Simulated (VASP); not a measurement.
# Al (Fm-3m) in VASP: notebook

Runs on Al. Level: PBE. Tasks: single point.

Program: VASP 6.6.1. These are calculated values, not measurements. Logs are shortened: lines on timing, memory, paths and dates and some standing lists are left out, and cuts for length are marked.

## Step 1: The undisturbed crystal

Symmetry: Fm-3m, No. 225, cubic system. Conventional cell: a = 4.050 Å, b = 4.050 Å, c = 4.050 Å, α = 90.00°, β = 90.00°, γ = 90.00°. Al (site symmetry m-3m) is surrounded by 12 Al at 2.86 Å.

## Step 2: Single point, PBE (a relaxed cell with its volume scaled by 1.06)

INCAR

```
PREC = Accurate ; ENCUT = 250
EDIFF = 1E-7 ; ISMEAR = 0
SIGMA = 0.1 ; LREAL = F
LASPH = T ; NELM = 80
ALGO = Normal ; ISIF = 2
LWAVE = F ; LCHARG = F
GGA = PE ; NBANDS = 8
```

KPOINTS

```
regular mesh
0
Gamma
  18 18 18
```

POSCAR

```
Al                                      
1.0
    0.0000000000      2.0600444585      2.0600444585
    2.0600444585      0.0000000000      2.0600444585
    2.0600444585      2.0600444585      0.0000000000
  Al            
     1
Direct
     0.0000000000000000    0.0000000000000000    0.0000000000000000
```

Potentials or basis: VASP PAW PBE potentials, release 64 (Al).

On the command line:

```sh
$ cat potpaw_PBE.64/Al/POTCAR > POTCAR
$ mpirun -np 1 vasp_std > vasp.out
```

OUTCAR:

```text
PREC = Accurate
   ENCUT = 250
   EDIFF = 1E-7
   ISMEAR = 0
   LREAL = F
   LASPH = T
   NELM = 80
   ISIF = 2
   GGA = PE

 ion  position               nearest neighbor table
   1  0.000  0.000  0.000-

  LATTYP: Found a face centered cubic cell.
 ALAT       =     4.1200889170

  Lattice vectors:

 A1 = (   0.0000000000,   2.0600444585,   2.0600444585)
 A2 = (   2.0600444585,   0.0000000000,   2.0600444585)
 A3 = (   2.0600444585,   2.0600444585,   0.0000000000)

Analysis of symmetry for initial positions (statically):
=====================================================================
 Subroutine PRICEL returns:
 Original cell was already a primitive cell.

 Routine SETGRP: Setting up the symmetry group for a
 face centered cubic supercell.

 Subroutine GETGRP returns: Found 48 space group operations
 (whereof 48 operations were pure point group operations)
 out of a pool of 48 trial point group operations.

The static configuration has the point symmetry O_h .

Analysis of symmetry for dynamics (positions and initial velocities):
=====================================================================
 Subroutine PRICEL returns:
 Original cell was already a primitive cell.

 Routine SETGRP: Setting up the symmetry group for a
 face centered cubic supercell.

 Subroutine GETGRP returns: Found 48 space group operations
 (whereof 48 operations were pure point group operations)
 out of a pool of 48 trial point group operations.

The dynamic configuration has the point symmetry O_h .

 Subroutine INISYM returns: Found 48 space group operations
 (whereof 48 operations are pure point group operations),
 and found     1 'primitive' translations

----------------------------------------------------------------------------------------

                                     Primitive cell

  volume of cell :      17.4848

  direct lattice vectors                    reciprocal lattice vectors
     0.000000000  2.060044459  2.060044459    -0.242713208  0.242713208  0.242713208
     2.060044459  0.000000000  2.060044459     0.242713208 -0.242713208  0.242713208
     2.060044459  2.060044459  0.000000000     0.242713208  0.242713208 -0.242713208

  length of vectors
     2.913342812  2.913342812  2.913342812     0.420391609  0.420391609  0.420391609

  position of ions in fractional coordinates (direct lattice)
     0.000000000  0.000000000  0.000000000
[... 77 lines left out ...]
   LREAL  =      F    real-space projection
   EDIFFG = 0.1E-05   stopping-criterion for IOM
   NSW    =      0    number of steps for IOM
   IBRION =     -1    ionic relax: 0-MD 1-quasi-New 2-CG
   NFREE  =      0    steps in history (QN), initial steepest desc. (CG)
   ISIF   =      2    stress and relaxation
   ISYM   =      2    0-nonsym 1-usesym 2-fastsym
   POTIM  = 0.5000    time-step for ionic-motion
   TEBEG  =    0.0;   TEEND  =   0.0 temperature during run
   PSTRESS=    0.0 pullay stress
   NELECT =       3.0000    total number of electrons
   NUPDOWN=      -1.0000    fix difference up-down
   EMIN   =  10.00;   EMAX   =-10.00  energy-range for DOS
   EFERMI =   0.00;   METHOD = LEGACY
   ISMEAR =     0;   SIGMA  =   0.10  broadening in eV -4-tet -1-fermi 0-gaus
   EFERMI_NEDOS =   21; number of points for ismear=-14 and -15
   IALGO  =     38    algorithm
   IMIX   =      4    mixing-type and parameters
     AMIX     =   0.40;   BMIX     =  1.00
     AMIX_MAG =   1.60;   BMIX_MAG =  1.00
  volume/ion in A,a.u.               =      17.48       117.99
  Fermi-wavevector in a.u.,A,eV,Ry     =   0.909694  1.719072 11.259408  0.827543
  Thomas-Fermi vector in A             =   2.033769
   LORBIT       =      0    0 simple, 1 ext, 2 COOP (PROOUT), +10 PAW based schemes
   GGA     = PE    functional components
   LHFCALC =     F    Hartree Fock is set to
   AEXX    =    0.0000 exact exchange contribution
   IVDW    =     0    specifies the selected vdW correction
   LEPSILON=     F    determine dielectric tensor
   LRPA    =     F    only Hartree local field effects (RPA)
 non-spin polarized calculation
 Gauss-broadening in eV      SIGMA  =   0.10
  energy-cutoff  :      250.00
  volume of cell :       17.48
 maximum number of plane-waves:       169
   NGX =  7   NGY =  7   NGZ =  7

 number of electron       3.0000000 magnetization

 Free energy of the ion-electron system (eV)
  ---------------------------------------------------
  ext. energy  EPLUGINS =         0.00000000
  ---------------------------------------------------
  free energy    TOTEN  =        -3.72435608 eV

  energy without entropy =       -3.72193685  energy(sigma->0) =       -3.72314647

 E-fermi :   7.4083     XC(G=0):  -9.9883

 val. band max:        7.3674390300   @ k =   0.5000   0.4444   0.0556
 cond. band min:       7.4209075838   @ k =  -0.3889   0.3889   0.1667
 fundamental gap:      0.0534685537
 Fermi energy:         7.4083013928

 k-point     1 :       0.0000    0.0000    0.0000
  band No.  band energies     occupation
      1      -3.3295      2.00000
      2      19.7666      0.00000
      3      19.7666      0.00000
      4      19.7666      0.00000
      5      20.7794      0.00000
      6      20.7794      0.00000
      7      20.7794      0.00000
      8      23.4669      0.00000
[... 243 lines left out ...]
 k-point    24 :      -0.2222    0.0556    0.0000
  band No.  band energies     occupation
      1      -1.7491      2.00000
      2      11.1340      0.00000
      3      16.3523      0.00000
      4      19.0968      0.00000
      5      20.8482      0.00000
      6      21.8029      0.00000
      7      22.2632      0.00000
      8      24.4349      0.00000

 [... further k-points ...]

------------------------ aborting loop because EDIFF is reached ----------------------------------------

  FORCE on cell =-STRESS in cart. coord.  units (eV):
  Direction    XX          YY          ZZ          XY          YZ          ZX
  --------------------------------------------------------------------------------------
  -------------------------------------------------------------------------------------
  Total       -0.4332068     -0.4332068     -0.4332068     -0.0000000      0.0000000     -0.0000000
  in kB      -39.6959393    -39.6959393    -39.6959393     -0.0000000      0.0000000     -0.0000000
  external PRESSURE =     -39.6959393 kB  Pullay stress =       0.0000000 kB

 VOLUME and BASIS-vectors are now :
 -----------------------------------------------------------------------------
  energy-cutoff  :      250.00
  volume of cell :       17.48
      direct lattice vectors                 reciprocal lattice vectors
     0.000000000  2.060044459  2.060044459    -0.242713208  0.242713208  0.242713208
     2.060044459  0.000000000  2.060044459     0.242713208 -0.242713208  0.242713208
     2.060044459  2.060044459  0.000000000     0.242713208  0.242713208 -0.242713208

 POSITION                                       TOTAL-FORCE (eV/Angst)
 -----------------------------------------------------------------------------------
      0.00000      0.00000      0.00000        -0.000000     -0.000000     -0.000000
 -----------------------------------------------------------------------------------
    total drift:                                0.000000      0.000000      0.000000

  FREE ENERGIE OF THE ION-ELECTRON SYSTEM (eV)
  ---------------------------------------------------
  free  energy   TOTEN  =        -3.7243560826 eV

  energy  without entropy=       -3.7219368546  energy(sigma->0) =       -3.72314647
```

OSZICAR:

```text
N       E                     dE             d eps       ncg     rms          rms(c)
DAV:   1    -0.334650812790E+01   -0.33465E+01   -0.53103E+02  3896   0.988E+01
DAV:   2    -0.374491826799E+01   -0.39841E+00   -0.38219E+00  4584   0.103E+01
DAV:   3    -0.374581235216E+01   -0.89408E-03   -0.89407E-03  3680   0.452E-01
DAV:   4    -0.374581358194E+01   -0.12298E-05   -0.12301E-05  4896   0.146E-02
DAV:   5    -0.374581358303E+01   -0.10883E-08   -0.12190E-08  3824   0.244E-04    0.141E+00
DAV:   6    -0.373352897002E+01    0.12285E-01   -0.17818E-03  3944   0.172E-01    0.807E-01
DAV:   7    -0.372436988962E+01    0.91591E-02   -0.54123E-03  3992   0.286E-01    0.167E-01
DAV:   8    -0.372435838890E+01    0.11501E-04   -0.11285E-05  4400   0.212E-02    0.124E-02
DAV:   9    -0.372435640391E+01    0.19850E-05   -0.10942E-06  4408   0.402E-03    0.663E-04
DAV:  10    -0.372435612121E+01    0.28270E-06   -0.33153E-09  3464   0.353E-04    0.230E-04
DAV:  11    -0.372435608259E+01    0.38624E-07   -0.16792E-10  2080   0.703E-05
   1 F= -.37243561E+01 E0= -.37231465E+01  d E =-.241923E-02
```

stdout:

```text
POSCAR found type information on POSCAR Al
 POSCAR found :  1 types and       1 ions
 scaLAPACK will be used
 LDA part: xc-table for (Slater+PW92), standard interpolation
 POSCAR, INCAR and KPOINTS ok, starting setup
 FFT: planning ... GRIDC
 FFT: planning ... GRID_SOFT
 FFT: planning ... GRID
 WAVECAR not read
 entering main loop
```

Run time: 7.6 s. Hardware: 1 thread of AMD EPYC 7R13 (Zen 3), shared host; peak memory 0.08 GiB.

Results:

| Quantity | Value |
| --- | --- |
| Free energy | -3.7244 eV |
| Band gap on the k mesh | none (metal or under the smearing width) |

Levels at points of the mesh, in eV from the Fermi level:
```
           k point  band 1  band 2  band 3  band 4  band 5  band 6
(0.00, 0.00, 0.00)  -10.74   12.36   12.36   12.36   13.37   13.37
(0.50, 0.00, 0.00)   -4.36   -4.30   10.81   10.81   11.26   11.26
(0.50, 0.50, 0.00)   -2.78   -1.59    5.28    5.33    5.33    8.57
```

Caveat: the cutoff is under 1.25 times the usual one of these potentials, so pressure, stress and relaxed cells hold a basis-set (Pulay) error.

## Step 3: Single point, PBE (a relaxed cell with its volume scaled by 0.91)

INCAR is that of step 2.

KPOINTS is that of step 2.

POSCAR

```
Al                                      
1.0
    0.0000000000      1.9578906638      1.9578906638
    1.9578906638      0.0000000000      1.9578906638
    1.9578906638      1.9578906638      0.0000000000
  Al            
     1
Direct
     0.0000000000000000    0.0000000000000000    0.0000000000000000
```

Potentials or basis: VASP PAW PBE potentials, release 64 (Al).

On the command line:

```sh
$ cat potpaw_PBE.64/Al/POTCAR > POTCAR
$ mpirun -np 1 vasp_std > vasp.out
```

OUTCAR:

```text
PREC = Accurate
   ENCUT = 250
   EDIFF = 1E-7
   ISMEAR = 0
   LREAL = F
   LASPH = T
   NELM = 80
   ISIF = 2
   GGA = PE

 ion  position               nearest neighbor table
   1  0.000  0.000  0.000-

  LATTYP: Found a face centered cubic cell.
 ALAT       =     3.9157813276

  Lattice vectors:

 A1 = (   0.0000000000,   1.9578906638,   1.9578906638)
 A2 = (   1.9578906638,   0.0000000000,   1.9578906638)
 A3 = (   1.9578906638,   1.9578906638,   0.0000000000)
[... 442 lines left out ...]
      7      25.4729      0.00000
      8      27.7910      0.00000

 [... further k-points ...]

------------------------ aborting loop because EDIFF is reached ----------------------------------------

  FORCE on cell =-STRESS in cart. coord.  units (eV):
  Direction    XX          YY          ZZ          XY          YZ          ZX
  --------------------------------------------------------------------------------------
  -------------------------------------------------------------------------------------
  Total        0.8390531      0.8390531      0.8390531      0.0000000     -0.0000000     -0.0000000
  in kB       89.5580706     89.5580706     89.5580706      0.0000000     -0.0000000     -0.0000000
  external PRESSURE =      89.5580706 kB  Pullay stress =       0.0000000 kB

 VOLUME and BASIS-vectors are now :
 -----------------------------------------------------------------------------
  energy-cutoff  :      250.00
  volume of cell :       15.01
      direct lattice vectors                 reciprocal lattice vectors
     0.000000000  1.957890664  1.957890664    -0.255376875  0.255376875  0.255376875
     1.957890664  0.000000000  1.957890664     0.255376875 -0.255376875  0.255376875
     1.957890664  1.957890664  0.000000000     0.255376875  0.255376875 -0.255376875

 POSITION                                       TOTAL-FORCE (eV/Angst)
 -----------------------------------------------------------------------------------
      0.00000      0.00000      0.00000         0.000000      0.000000      0.000000
 -----------------------------------------------------------------------------------
    total drift:                               -0.000000     -0.000000     -0.000000

  FREE ENERGIE OF THE ION-ELECTRON SYSTEM (eV)
  ---------------------------------------------------
  free  energy   TOTEN  =        -3.6942880805 eV

  energy  without entropy=       -3.6916587910  energy(sigma->0) =       -3.69297344
```

stdout:

```text
POSCAR found type information on POSCAR Al
 POSCAR found :  1 types and       1 ions
 scaLAPACK will be used
 LDA part: xc-table for (Slater+PW92), standard interpolation
 POSCAR, INCAR and KPOINTS ok, starting setup
 FFT: planning ... GRIDC
 FFT: planning ... GRID_SOFT
 FFT: planning ... GRID
 WAVECAR not read
 entering main loop
```

It took 5.6 s on 1 thread of AMD EPYC 7R13 (Zen 3), shared host; peak memory 0.08 GiB.

Results:

```
Free energy            : -3.6943 eV
Band gap on the k mesh : none (metal or under the smearing width)
```

Caveat: the cutoff is under 1.25 times the usual one of these potentials, so pressure, stress and relaxed cells hold a basis-set (Pulay) error.

## Step 4: Single point, PBE (a relaxed cell with its volume scaled by 1.09)

INCAR is that of step 3.

KPOINTS is that of step 3.

POSCAR

```
Al                                      
1.0
    0.0000000000      2.0792983264      2.0792983264
    2.0792983264      0.0000000000      2.0792983264
    2.0792983264      2.0792983264      0.0000000000
  Al            
     1
Direct
     0.0000000000000000    0.0000000000000000    0.0000000000000000
```

On the command line:

```sh
$ cat potpaw_PBE.64/Al/POTCAR > POTCAR
$ mpirun -np 1 vasp_std > vasp.out
```

It took 7.1 s on 1 thread of AMD EPYC 7R13 (Zen 3), shared host; peak memory 0.08 GiB.

The run converged. Its results:

```yaml
Free_energy: -3.7104 eV
Band_gap_on_the_k_mesh: none (metal or under the smearing width)
```

Levels at points of the mesh, in eV from the Fermi level:
```tsv
k point	band 1	band 2	band 3	band 4	band 5	band 6
(0.00, 0.00, 0.00)	-10.55	12.21	12.21	12.21	13.02	13.02
(0.50, 0.00, 0.00)	-4.27	-4.26	10.53	10.53	11.13	11.13
(0.50, 0.50, 0.00)	-2.72	-1.59	5.21	5.21	5.28	8.33
```

Caveat: the cutoff is under 1.25 times the usual one of these potentials, so pressure, stress and relaxed cells hold a basis-set (Pulay) error.

## Step 5: Overview

| cell | gap on the mesh (eV) |
| --- | --- |
| a relaxed cell with its volume scaled by 1.06 | none |
| a relaxed cell with its volume scaled by 0.91 | none |
| a relaxed cell with its volume scaled by 1.09 | none |

Alike in all rows: task single point; level PBE; potentials or basis VASP PAW PBE potentials, release 64 (Al); no spin polarisation; k mesh 18 × 18 × 18; cutoff (eV) 250; smearing gaussian 0.1 eV.

Caveats: the cutoff is under 1.25 times the usual one of these potentials, so pressure, stress and relaxed cells hold a basis-set (Pulay) error.

Total energies depend on the potentials used, so only differences within one code and one set of settings carry meaning.
